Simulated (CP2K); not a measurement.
# TaS2 in CP2K: convergence with r cutoff

Input of the first run (r cutoff 6); the others differ in this setting and in those tied to it:

The input tas2_converge.inp:

```
&GLOBAL
  PROJECT tas2_converge
  RUN_TYPE ENERGY_FORCE
  PRINT_LEVEL LOW
&END GLOBAL
&FORCE_EVAL
  METHOD QS
  STRESS_TENSOR ANALYTICAL
  &DFT
    BASIS_SET_FILE_NAME BASIS_MOLOPT_UZH
    POTENTIAL_FILE_NAME POTENTIAL_UZH
    &MGRID
      CUTOFF 450
      REL_CUTOFF 60
      NGRIDS 5
    &END MGRID
    &QS
      METHOD GPW
      EPS_DEFAULT 1.0E-9
    &END QS
    &KPOINTS
      SCHEME MONKHORST-PACK 7 7 4
      GAMMA_CENTERED T
      SYMMETRY T
      SYMMETRY_BACKEND SPGLIB
    &END KPOINTS
    &SCF
      SCF_GUESS ATOMIC
      EPS_SCF 1.0E-6
      MAX_SCF 100
      ADDED_MOS 15
      CHOLESKY OFF
      EPS_EIGVAL 1.0E-7
      &DIAGONALIZATION ON
        ALGORITHM STANDARD
      &END DIAGONALIZATION
      &MIXING ON
        METHOD BROYDEN_MIXING
        ALPHA 0.4
        BETA 1.5
        NBUFFER 8
      &END MIXING
      &SMEAR ON
        METHOD FERMI_DIRAC
        ELECTRONIC_TEMPERATURE 116.05
      &END SMEAR
    &END SCF
    &XC
      &XC_FUNCTIONAL
        &GGA_X_PBE_SOL
        &END GGA_X_PBE_SOL
        &GGA_C_PBE_SOL
        &END GGA_C_PBE_SOL
      &END XC_FUNCTIONAL
      &VDW_POTENTIAL
        POTENTIAL_TYPE PAIR_POTENTIAL
        &PAIR_POTENTIAL
          TYPE DFTD3(BJ)
          REFERENCE_FUNCTIONAL PBEsol
          PARAMETER_FILE_NAME dftd3.dat
          R_CUTOFF 6
        &END PAIR_POTENTIAL
      &END VDW_POTENTIAL
    &END XC
    &PRINT
      &KPOINTS ON
      &END KPOINTS
      &MULLIKEN ON
      &END MULLIKEN
      &MO ON
        ENERGIES T
        OCCUPATION_NUMBERS T
        &EACH
          QS_SCF 0
        &END EACH
        ADD_LAST NUMERIC
      &END MO
    &END PRINT
  &END DFT
  &SUBSYS
    &CELL
      ABC 3.3500000000 3.3500000000 5.8600000000
      ALPHA_BETA_GAMMA 90.0000000000 90.0000000000 119.9999999998
      PERIODIC XYZ
    &END CELL
    &COORD
      SCALED
      Ta  0.0000000000 0.0000000000 0.0000000000
      S   0.6666666667 0.3333333333 0.7500000000
      S   0.3333333333 0.6666666667 0.2500000000
    &END COORD
    &KIND Ta
      BASIS_SET DZVP-MOLOPT-PBE-GTH-q13
      POTENTIAL GTH-PBE-q13
    &END KIND
    &KIND S
      BASIS_SET DZVP-MOLOPT-PBE-GTH-q6
      POTENTIAL GTH-PBE-q6
    &END KIND
    &PRINT
      &ATOMIC_COORDINATES ON
      &END ATOMIC_COORDINATES
      &CELL ON
      &END CELL
    &END PRINT
  &END SUBSYS
  &PRINT
    &FORCES ON
    &END FORCES
    &STRESS_TENSOR ON
    &END STRESS_TENSOR
  &END PRINT
&END FORCE_EVAL
```

Potentials or basis: POTENTIAL_UZH Ta GTH-PBE-q13, S GTH-PBE-q6; DZVP-MOLOPT-PBE-GTH basis.

Launch:

```console
$ OMP_NUM_THREADS=1 cp2k.psmp -i tas2_converge.inp -o tas2_converge.out
```

Hardware: 1 thread of Arm Neoverse V2, with other jobs on the host.

**Question.** The values tried are 6, 8, 10, 13, 17, 22, 30, loosest first. From which on does the energy stay within 1 meV/atom of the tightest run that finished?

**Answer.** From 13 on.

| r cutoff | energy less the tightest run, at zero smearing (meV/atom) | pressure (GPa) | SCF cycles | CPU time (s) | peak memory (GiB) |
| --- | --- | --- | --- | --- | --- |
| 6 | 11.09 | 1.48 | 13 | 19 | 0.29 |
| 8 | 4.01 | 1.35 | 13 | 19 | 0.29 |
| 10 | 1.89 | 1.31 | 13 | 19 | 0.29 |
| 13 | 0.79 | 1.29 | 13 | 19 | 0.29 |
| 17 | 0.31 | 1.28 | 13 | 19 | 0.29 |
| 22 | 0.10 | 1.28 | 13 | 19 | 0.3 |
| 30 | 0.00 | 1.28 | 13 | 19 | 0.3 |

Against the tightest run, the pressure stays within 0.1 GPa from 8 on. The tightest run that finished is the yardstick and may itself not be fully converged.

Caveat, for the tightest run too: the potentials were made for another functional, which shifts forces and pressure; the basis of atomic orbitals isn't converged, which shifts pressures, moduli and gaps. The run has no spin-orbit coupling, so splittings on Ta are missing.
